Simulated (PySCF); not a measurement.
Work out the structure from these simulated measurements.

Formula: C6H6O.

* Dipole: 1.86 D [PBE0/def2-SVPD]
* Valence photoelectron: vertical ionisation energy: 8.61 eV [ΔSCF PBE0/def2-SVPD]
* 1H NMR: chemical shifts (computed TMS as zero) by class: 7.35 (4 H), 5.26 (2 H) ppm [GIAO B97-2/pcSseg-2]
* UV, first state: lowest singlet excitation: 4.65 eV (267 nm, f = 0.000) [TDDFT PBE0/def2-SVPD]
* NMR, other nuclei: isotropic shieldings of nuclei other than C and H, by class: 97 (1 O) ppm [GIAO B97-2/pcSseg-2]
* 13C NMR: chemical shifts (computed TMS as zero) by class: 157.4 (4 C), 87.5 (2 C) ppm [GIAO B97-2/pcSseg-2]
* UV, strongest line: among the 10 lowest singlet transitions: S5 at 6.55 eV (189 nm, f = 0.084) [TDDFT PBE0/def2-SVPD]
* Couplings: largest of the computed one-bond spin–spin couplings (means over like bonds): 13C–1H +190.3 (×4), 13C–1H +170.2 (×2), 13C–13C +91.4 (×2), 13C–13C +38.2 (×4), 17O–13C +22.6 (×2) Hz [B3LYP/pcJ-1, spin–dipole term left out]
* Rotational structure: rotational constants A, B, C: 4.584, 3.734, 3.320 GHz [PBE0-D3(BJ)/def2-SVP]
* Polarisability: 63.7 au [PBE0/def2-SVPD]

The electronic properties come from PySCF, for the isolated species, density fitting. Levels stand in brackets. Geometry: PBE0-D3(BJ)/def2-SVP; no solvent, vibrations or thermal averaging. Each NMR value is the plain mean over a class of atoms that symmetry, rotation or inversion makes alike.

Task: Propose a structure and show how it fits.

Result: Numbering: `[CH:1]1=[CH:2][C@H:3]2[CH:4]=[CH:5][C@@H:6]1[O:7]2`. Its formula, C6H6O, gives 4 degrees of unsaturation: 2 rings and 2 π bonds in the structure found. 6 carbons fall into 2 classes; from least to most shielded: alkene CH carbon [C1/C2/C4/C5] (157.4 ppm, 4 C), ring sp3 carbon bound to oxygen [C3/C6] (87.5 ppm, 2 C). Hydrogen classes from least to most shielded: 4 H on 4 alkene CH carbons, C1/C2/C4/C5 (7.35 ppm), 2 H on 2 like atoms (sp3 carbon bound to oxygen), C3/C6 (5.26 ppm). The other shieldings belong to: 97 ppm, cyclic ether oxygen [O7]. The couplings run between: +190.3 Hz, alkene CH carbon [C1] and its hydrogen (with 3 like pairs); +170.2 Hz, sp3 carbon bound to oxygen [C3] and its hydrogen (with 1 like pair); +91.4 Hz, alkene CH carbon [C1] and alkene CH carbon [C2] (with 1 like pair); +38.2 Hz, alkene CH carbon [C1] and sp3 carbon bound to oxygen [C6] (with 3 like pairs); +22.6 Hz, cyclic ether oxygen [O7] and sp3 carbon bound to oxygen [C3] (with 1 like pair). S1 is mainly HOMO→LUMO (weight 0.98); the largest Löwdin shares of the orbital it empties are 0.19 on each of 4 atoms of one kind (alkene CH carbon), of the orbital it fills 0.18 on each of 4 atoms of one kind (alkene CH carbon). The optimised geometry has point group C2v and is an asymmetric top. Structure: `C1=C[C@H]2C=C[C@@H]1O2`. Computed isomers that give other values at the same levels: `Oc1ccccc1` (rotational constant A: 5.663 GHz; this holds for the one conformer computed); `C=Cc1ccco1` (rotational constant A: 7.893 GHz; this holds for the one conformer computed). The assignments are read from this structure; whether some other isomer fits the data as well wasn't checked.
